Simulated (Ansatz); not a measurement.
## MoS2: enthalpy under pressure, worked through

The calculation used Ansatz, DFT PBE, scalar-relativistic, plane waves, PAW. Run with 420 eV cutoff, 12×12×12 k-mesh, Gaussian smearing of 0.02 eV, no spin polarisation.

The relaxed crystal:

```xyz
3
Lattice="1.5926 0.9195 7.4383 -1.5926 0.9195 7.4383 0.0000 -1.8390 7.4383" Properties=species:S:1:pos:R:3 pbc="T T T"
Mo    0.0000    0.0000   22.3100
S     0.0000    0.0000    8.9959
S     0.0000    0.0000    5.8709
```

Cell and atoms were relaxed at each target pressure within the start's symmetry (R3m), at zero temperature; other phases can be more stable under pressure. H = E + PV with P the target; E is the free energy at the smearing used, whose derivative the pressure is, per atom and counted from zero pressure. The mesh named is that at zero pressure; some other pressures ran on another.

| P (GPa) | V (Å³/atom) | E − E0 (meV) | H − H0 (meV) |
| --- | --- | --- | --- |
| 0 | 21.785 | 0.0 | 0.0 |
| 1 | 18.905 | 5.6 | 123.6 |
| 4 | 17.305 | 27.9 | 459.9 |
| 12 | 15.697 | 102.5 | 1278.2 |
| 25 | 14.348 | 253.1 | 2492.0 |
| 50 | 12.811 | 602.4 | 4600.3 |
| 90 | 11.374 | 1213.9 | 7603.1 |

Q: Thermodynamics gives dH/dP = V along a relaxed path. Integrate V over P by the trapezoid rule and compare with the computed enthalpies.

A: With 1 eV/Å³ = 160.22 GPa, each step adds the mean volume times ΔP / 160.22:
```
P (GPa)  ∫V dP (meV) H − H0 (meV) difference (meV)
      1        127.0         123.6               3.4
      4        466.0         459.9               6.1
     12       1289.9        1278.2              11.7
     25       2508.9        2492.0              16.9
     50       4627.8        4600.3              27.5
     90       7646.8        7603.1              43.7
```

V(P) curves upward, so the trapezoid rule runs high; integrating a smooth curve through the same points (P as a polynomial of degree 4 in ln V) puts that excess at about 43.8 meV at 90 GPa, against the 43.7 meV found.

Q: At 90 GPa, how much of the enthalpy change is stored energy and how much is the PV term?

A: E rises by 1214 meV/atom and PV is 90 × 11.374 / 160.22 = 6389 meV/atom, so PV makes 84 % of ΔH. So between rival structures at high pressure a small difference in volume can outweigh the difference in energy: 1 % of this volume is worth 63.9 meV/atom at this pressure.

Q: What bulk modulus do the lowest pressures give?

A: From the pressures that the runs reached, 0.00 GPa (21.785 Å³) and 1.03 GPa (18.905 Å³), B = −ΔP/Δln V = 1.03 / 0.1418 = 7 GPa, a mean over that range. Where layers or molecules are held by dispersion forces, this functional describes the zero-pressure volume and B poorly.

Q: The gap is 1.452 eV at 0.00 GPa and 1.154 eV at 1.03 GPa. What pressure coefficient and volume deformation potential follow?

A: dE_g/dP = -287.2 meV/GPa, and a_V = dE_g/d ln V = −B dE_g/dP = 2.10 eV. A gap that closes or barely moves under pressure is usual where the conduction edge lies away from the zone centre, has d character, or where the bands broaden faster than they shift. The band edges lie at other k points in the two runs, so this is a mean over different edges. Gaps are Kohn–Sham gaps over the whole zone.